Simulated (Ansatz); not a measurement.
# TaN: compression at zero temperature

The task here is to estimate one member of a computed series from the others.

Computed with Ansatz 0.2.0 (DFT r2SCAN, scalar-relativistic, plane waves, PAW, unless a step's input says otherwise).

2 further runs of the same task are left out: 2 set aside as unsound or not needed.

**The starting structure**

It takes space group P6/mmm (No. 191, hexagonal). The conventional cell has a = 5.239 Å, b = 5.239 Å, c = 2.905 Å, α = 90.00°, β = 90.00°, γ = 120.00°. Ta (site symmetry 6/mmm) has 6 N at 2.62 Å and 2 Ta at 2.90 Å in its first shell of neighbours. Ta (site symmetry -6m2) is surrounded by 6 N at 2.10 Å. N (site symmetry mmm) has 6 Ta at 2.10 to 2.62 Å in its first shell of neighbours.

Coordinates:

```cif
data_structure
_symmetry_space_group_name_H-M 'P6/mmm'
_symmetry_Int_Tables_number 191
_cell_length_a 5.2393
_cell_length_b 5.2393
_cell_length_c 2.9048
_cell_angle_alpha 90.000
_cell_angle_beta 90.000
_cell_angle_gamma 120.000
_cell_volume 69.05
loop_
_atom_site_label
_atom_site_type_symbol
_atom_site_symmetry_multiplicity
_atom_site_Wyckoff_symbol
_atom_site_fract_x
_atom_site_fract_y
_atom_site_fract_z
_atom_site_occupancy
Ta1 Ta 1 a 0.00000 0.00000 0.00000 1
Ta2 Ta 2 d 0.33333 0.66667 0.50000 1
N1 N 3 f 0.50000 0.00000 0.00000 1
```

It is the result of an earlier relaxation at this level (volume 11.51 Å³/atom; gap on the mesh: none (metal)).

Set-up of the first run:

File input.yaml:

```yaml
crystal:
  lattice:
    - [5.2892773125, 0.0, 0.0]
    - [-2.6446386563, 4.5806485203, 0.0]
    - [0.0, 0.0, 2.932494357]
  atoms:
    - { symbol: Ta, position: [0.0, 0.0, 0.0] }
    - { symbol: Ta, position: [0.3333333333, 0.6666666667, 0.5] }
    - { symbol: Ta, position: [0.6666666667, 0.3333333333, 0.5] }
    - { symbol: "N", position: [0.5, 0.0, 0.0] }
    - { symbol: "N", position: [0.5, 0.5, 0.0] }
    - { symbol: "N", position: [0.0, 0.5, 0.0] }
basis:
  ecutwfc: 500
kpoints:
  mp_grid: { grid: [12, 12, 12] }
hamiltonian:
  xc: r2scan
scf:
  occupations: { method: gaussian, width: 0.1 }
output:
  forces: true
  stress: true
  eigenvalues: true
relax:
  adjacent_minimum: "off"
  f_tol: 0.008
  max_steps: 50
  cell: { stress_tol: 0.08, p_target: -3.0 }
```

The run is started by

```bash
$ ansatz run input.yaml --threads 1 --pin off --max-ram 2560MiB --backend cpu --events-out ev --progress --plain --runs-dir out
```

Among the steps run: -3 GPa; Target pressure 3 GPa; Target pressure 8 GPa; Target pressure 15 GPa; Target pressure 30 GPa; Target pressure 60 GPa.

One of the session's tables, all rows but one given; the rest of the session is left out.

It belongs to the step «Volume, cell and gap against pressure». Lengths are those of the vectors of the cell that was run:

| P (GPa) | V (Å³/atom) | a (Å) | b (Å) | c (Å) | ΔH (eV/atom) |
| --- | --- | --- | --- | --- | --- |
| -3 | 11.63 | 5.262 | 5.262 | 2.909 | -0.217 |
| 0 | 11.51 | 5.239 | 5.239 | 2.905 | 0.000 |
| 3 | 11.40 | 5.217 | 5.217 | 2.901 | 0.214 |
| 8 | ? | ? | ? | ? | ? |
| 15 | 10.99 | 5.138 | 5.138 | 2.885 | 1.053 |
| 30 | 10.57 | 5.053 | 5.053 | 2.869 | 2.062 |
| 60 | 9.91 | 4.913 | 4.913 | 2.845 | 3.977 |

Q: Estimate the row for P (GPa) = 8 from the others.

Worked estimate for «V (Å³/atom)». A straight line through the neighbours (3, 11.40) and (15, 10.99) gives 11.40 + (10.99 − 11.40) × (8 − 3) / (15 − 3) = 11.23; a parabola fitted to 4 rows on both sides gives 11.22.

The run gave: V (Å³/atom): 11.22; a (Å): 5.183; b (Å): 5.183; c (Å): 2.894; ΔH (eV/atom): 0.567. In «V (Å³/atom)» the line misses by +0.01 and the parabola by 0.00.

ΔH is E + PV over the energy at zero pressure; a, b and c are the vectors of the computed cell. 
